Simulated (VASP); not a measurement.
## GaSb: relaxation of the atoms with PBE

The system is GaSb.

```
CELL_PARAMETERS angstrom
0.00000 3.17797 3.17797
3.17797 0.00000 3.17797
3.17797 3.17797 0.00000
ATOMIC_POSITIONS crystal
Ga 0.00000 0.00000 0.00000
Sb 0.25000 0.25000 0.25000
```

The cell isn't the ideal one: a relaxed cell with its volume scaled by 1.06.

```json
{
 "Program": "VASP 6.6.1",
 "Task": "relaxation of the atoms",
 "Functional": "PBE",
 "Potentials or basis": "VASP PAW PBE potentials, release 64 (Ga, Sb)",
 "Cutoff": "300 eV",
 "k mesh": "5 × 5 × 5",
 "Occupations": "gaussian, width 0.03 eV",
 "Spin": "no spin polarisation",
 "Further INCAR settings": "ALGO = Normal; EDIFF = 1e-07; IBRION = 2; EDIFFG = -0.01; NSW = 40"
}
```

```json
{
 "Pressure after relaxing": "-2.3 GPa",
 "Band gap on the k mesh": "none (metal or under the smearing width)"
}
```

Final structure:
```xyz
2
Lattice="0.0000 3.1780 3.1780 3.1780 0.0000 3.1780 3.1780 3.1780 0.0000" Properties=species:S:1:pos:R:3 pbc="T T T"
Ga    0.0000    0.0000    0.0000
Sb    1.5890    1.5890    1.5890
```

Levels at points of the mesh, in eV from the Fermi level:
| k point | band 1 | band 2 | band 3 | band 4 | band 5 | band 6 | band 7 | band 8 |
| --- | --- | --- | --- | --- | --- | --- | --- | --- |
| (0.00, 0.00, 0.00) | -10.73 | -0.71 | -0.01 | -0.01 | -0.01 | 2.79 | 2.79 | 2.79 |

Run time: 3.8 s on 1 thread of Intel(R) Xeon(R) 6975P-C (Granite Rapids), with other jobs on the host, peak memory 0.15 GiB.

Caveat: the relaxation stopped at its first step, so nothing moved. The run has no spin-orbit coupling, so splittings on Sb are missing.
